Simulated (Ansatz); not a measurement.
Bulk crystal (Bi2Se3) after relaxation:

```cif
data_structure
_symmetry_space_group_name_H-M 'R-3m:H'
_symmetry_Int_Tables_number 166
_cell_length_a 4.1644
_cell_length_b 4.1644
_cell_length_c 30.1789
_cell_angle_alpha 90.000
_cell_angle_beta 90.000
_cell_angle_gamma 120.000
_cell_volume 453.26
loop_
_atom_site_label
_atom_site_type_symbol
_atom_site_symmetry_multiplicity
_atom_site_Wyckoff_symbol
_atom_site_fract_x
_atom_site_fract_y
_atom_site_fract_z
_atom_site_occupancy
Bi1 Bi 6 c 0.66667 0.33333 0.73104 1
Se1 Se 3 a 0.00000 0.00000 0.00000 1
Se2 Se 6 c 0.33333 0.66667 0.88439 1
```

Miller indices refer to the conventional cell of R-3m (No. 166), a = 4.164 Å, b = 4.164 Å, c = 30.179 Å, α = 90.00°, β = 90.00°, γ = 120.00°. The bulk's gap is 0.82 eV.

The (001) slab of 6 planes, 10.1 Å thick with 15 Å of vacuum as cut; outer planes Se (top) and Se (bottom).

The calculation used Ansatz 0.2.0, DFT r2SCAN, scalar-relativistic, plane waves, PAW. Settings: cutoff 500 eV, Γ-centred mesh 9×9×1 on the computed 6-atom cell, Gaussian smearing of 0.05 eV; no spin polarisation. A dipole correction removes the field between periodic images along c.

The slab isn't stoichiometric (BiSe2), so its surface energy depends on the chemical potentials; it is given with the excess atoms taken from the element's standard state, a limit at which the compound may itself be unstable, so the figure can be too low. This cut of an insulator is polar or leaves open shells, so the slab is metallic here; real surfaces compensate by reconstruction or adsorbates. The slab's middle planes relax by over 3 % too, so it holds no bulk-like region.

Results for the relaxed slab:

For the relaxed slab, the surface energy with the excess atoms taken from the elements is 0.79 J/m². The gap of the slab on the mesh is none (metal or semimetal) and the work function is 6.24 eV.

Relaxation lowers the energy by 0.330 J/m² a face; the largest move is 0.575 Å.

```tsv
plane (bottom to top)	atoms	spacing to next, bulk (Å)	relaxed (Å)	change (%)
1	Se	1.943	1.640	-15.6
2	Bi	1.546	1.685	+9.0
3	Se	3.082	2.260	-26.7
4	Se	1.546	1.685	+9.0
5	Bi	1.943	1.640	-15.6
6	Se
```

Spin-orbit coupling is left out, which matters for the bands of heavy elements. Each cell of Bi2Se3 holds layers, and r2SCAN describes their binding at middle range but leaves out its long-range dispersion part.